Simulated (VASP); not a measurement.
# ZnS (rocksalt): gaps by functional in VASP

```
Zn S
1.0
     0.00000    2.53102    2.53102
     2.53102    0.00000    2.53102
     2.53102    2.53102    0.00000
Zn S
1 1
Cartesian
  0.0000 0.0000 0.0000
  2.5310 2.5310 2.5310
```

All runs share this cell. Band v is the last that the valence electrons fill when counted band by band, and c is the next. A negative gap between them is a band overlap, as in a metal.

```
 level  gap (eV)  least direct gap (eV)  pressure (GPa)
   PBE     -0.31                   2.28             2.4
r²SCAN      0.12                   2.77             0.2
   LDA     -0.52                   2.09            -5.1
PBEsol     -0.41                   2.22            -2.2
```
